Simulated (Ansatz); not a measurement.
A crystal in the simple cubic structure was computed with PBE in Ansatz (plane waves, PAW datasets (generated soft set 1); cutoff 420 eV), no spin polarisation, no spin–orbit coupling, Fermi–Dirac smearing of 0.061 eV, k-spacing 0.06 Å⁻¹. It has a₀ = 3.851 Å and B₀ = 7.1 GPa.

Which is it?
A. Sr
B. Ni
C. N
D. Br
E. F

A. The five: Sr 3.851 Å, 7.1 GPa; Br 3.101 Å, 29 GPa; N 1.865 Å, 207 GPa; F 2.192 Å, 61 GPa; Ni 2.324 Å, 147 GPa.

Model structures, not the usual forms at ambient conditions (metastable or hypothetical): Sr, Br, N, F, Ni. Spin polarisation is left out, and a magnetic state may lie lower for F, Ni.
